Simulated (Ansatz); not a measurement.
## Electric field gradients in CO₂

The cell is a computed structure from the Materials Project (it need not be an observed phase), taken as it stands.

```cif
data_CO2
_symmetry_space_group_name_H-M 'P4_12_12'
_symmetry_Int_Tables_number 92
_cell_length_a 5.0693
_cell_length_b 5.0693
_cell_length_c 7.2320
_cell_angle_alpha 90.000
_cell_angle_beta 90.000
_cell_angle_gamma 90.000
loop_
_atom_site_label
_atom_site_type_symbol
_atom_site_symmetry_multiplicity
_atom_site_Wyckoff_symbol
_atom_site_fract_x
_atom_site_fract_y
_atom_site_fract_z
C C 4 a 0.9888 0.0112 0.7500
O O 8 b 0.6750 0.3476 0.4927
```

One atom of each set is listed.

Computed with Ansatz: DFT, r2SCAN, plane waves and PAW, scalar-relativistic, 500 eV cutoff, Γ-centred 5×5×4 k-points, Fermi–Dirac smearing 0.02 eV.

V_zz is the principal component of the electric field gradient with the largest magnitude, η = (V_xx − V_yy)/V_zz and C_Q = eQV_zz/h. ν_Q = 3|C_Q|/[2I(2I − 1)].

¹⁷O: I = 5/2, Q = -25.58 mb. Nuclear quadrupole moments: year-2017 set (Pyykkö).

```json
{"site": "O", "atoms": "8", "first shell": "1 C at 1.17 Å", "C_Q (MHz)": "-4.99", "η": "0.08", "ν_Q (MHz)": "0.748"}
```

At O V_zz points along its bond to C (within 1°).

C has no stable isotope with a ground-state quadrupole moment in the table, so these sites are left out.

At this cell the principal stresses reach 6 GPa in size with r2SCAN, which can matter for small gradients. The largest force is 1.5 eV/Å, so the atoms aren't at the calculated equilibrium and relaxing them would move these values.

The run took 38 s of wall time (38 s of CPU time) and 0.72 GiB at its peak, on 1 thread of Arm Neoverse V1 (aarch64; 8 cores open to the job, memory cap 2.5 GiB, no GPU), a shared host with a load of 0.6 a core.
